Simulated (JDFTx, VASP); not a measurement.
This is a calculation of GaP for JDFTx 1.7.0 (patched build). 

File GaP.in:

```
lattice \
    0.0000000000     5.1499761211     5.1499761211 \
    5.1499761211     0.0000000000     5.1499761211 \
    5.1499761211     5.1499761211     0.0000000000
coords-type Cartesian
ion Ga     0.0000000000     0.0000000000     0.0000000000 1
ion P      7.7249641817     7.7249641817     7.7249641817 1

ion-species pseudo/Ga.upf
ion-species pseudo/P.upf
elec-cutoff 40 320
elec-ex-corr mgga-x-r2scan mgga-c-r2scan
kpoint-folding 8 8 8
elec-smearing Fermi 0.0018374661
elec-n-bands 15
electronic-SCF nIterations 100 energyDiffThreshold 1e-09
electronic-minimize nIterations 30 energyDiffThreshold 1e-7
converge-empty-states yes
forces-output-coords Cartesian

dump-name run.$VAR
dump End Ecomponents EigStats BandEigs Kpoints Forces Stress ElecDensity KEdensity
```

Potentials or basis: SG15-PBE-1.2.

The run is started by

```console
$ jdftx -c 1 -i GaP.in -o GaP.out
```

**Question.** Set up the same calculation for VASP 6.6.1. Potentials or basis there: PBE PAW files Ga_d, P, 520 eV.

**Answer.** As run (cutoffs and basis follow the program's own potentials, and thresholds, step limits or extra output files can differ):

Contents of INCAR:

```
PREC = Accurate ; ENCUT = 520
EDIFF = 1E-6 ; ISMEAR = -1
SIGMA = 0.05 ; LREAL = F
LASPH = T ; NELM = 100
ALGO = Normal ; ISIF = 2
LWAVE = F ; LCHARG = T
METAGGA = R2SCAN ; LMIXTAU = T
LELF = T ; LVHAR = T
```

KPOINTS

```
regular mesh
0
Gamma
  8 8 8
```

The input POSCAR:

```
GaP
1.0
    0.0000000000      2.7252500000      2.7252500000
    2.7252500000      0.0000000000      2.7252500000
    2.7252500000      2.7252500000      0.0000000000
Ga P
1 1
Direct
    0.0000000000      0.0000000000      0.0000000000
    0.7500000000      0.7500000000      0.7500000000
```

Potentials or basis: VASP PAW PBE potentials, release 64 (Ga_d, P).

Launch:

```bash
$ cat potpaw_PBE.64/Ga_d/POTCAR potpaw_PBE.64/P/POTCAR > POTCAR
$ mpirun -np 1 vasp_std > vasp.out
```

Both were run:

|  | JDFTx | VASP |
| --- | --- | --- |
| Pressure | -1.6 GPa | 0.0 GPa |

JDFTx's potentials were made for PBE. VASP's potentials were made for PBE.

The two runs disagree by more than potentials and bases usually give (in gap, levels, pressure or energy); the cause wasn't traced.

Pressure is positive in compression.
